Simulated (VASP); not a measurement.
Input of a VASP 6.6.1 run:

The input INCAR:

```
ALGO     = Normal         # electronic algorithm
EDIFF    = 1E-6           # SCF threshold, eV
EDIFFG   = -0.01          # ionic threshold
ENCUT    = 600            # plane-wave cutoff, eV
GGA      = PE             # functional
IBRION   = 2              # ionic algorithm
ISIF     = 3              # what is computed and relaxed
ISMEAR   = 0              # smearing method
LASPH    = True           # aspherical terms in the spheres
LCHARG   = False          # write CHGCAR
LREAL    = False          # projectors in reciprocal space
LWAVE    = False          # write WAVECAR
NELM     = 60             # most SCF steps
NSW      = 100            # ionic steps
PREC     = Accurate       # precision mode
SIGMA    = 0.1            # smearing width, eV
```

Contents of KPOINTS:

```
k-points
0
Gamma
  15 15 12
```

File POSCAR:

```
NaH2
1.0
    3.4359320495      0.0000000000      0.0000000000
   -1.7179660247      2.9756044405      0.0000000000
    0.0000000000      0.0000000000      3.8307179892
Na H
1 2
Direct
    0.0000000000      0.0000000000      0.0000000000
    0.3333333333      0.6666666667      0.5000000000
    0.0000000000      0.0000000000      0.5000000000
```

Potentials or basis: VASP PAW PBE potentials, release 64 (Na_pv, H).

Launch:

```console
$ cat potpaw_PBE.64/Na_pv/POTCAR potpaw_PBE.64/H/POTCAR > POTCAR
$ mpirun -np 1 vasp_std > vasp.out
```

**Question.** What does it give for the relaxed volume?

**Answer.** 13.09 Å³/atom.

**Question.** Estimate the band gap on the k mesh.

**Answer.** None (metal or under the smearing width).

**Question.** Estimate the relaxed cell.

**Answer.** a = 3.436 Å, b = 3.436 Å, c = 3.839 Å, α = 90.00°, β = 90.00°, γ = 120.00°.

**Question.** Estimate the space group after relaxing (to 0.05 Å).

**Answer.** P-6m2 (No. 187).

Final structure:
```cif
data_structure
_symmetry_space_group_name_H-M 'P 1'
_symmetry_Int_Tables_number 1
_cell_length_a 3.4364
_cell_length_b 3.4364
_cell_length_c 3.8395
_cell_angle_alpha 90.000
_cell_angle_beta 90.000
_cell_angle_gamma 120.000
_cell_volume 39.27
loop_
_atom_site_label
_atom_site_type_symbol
_atom_site_fract_x
_atom_site_fract_y
_atom_site_fract_z
_atom_site_occupancy
Na1 Na 0.00000 0.00000 0.00000 1
H1 H 0.33333 0.66667 0.50000 1
H2 H 0.00000 0.00000 0.50000 1
```
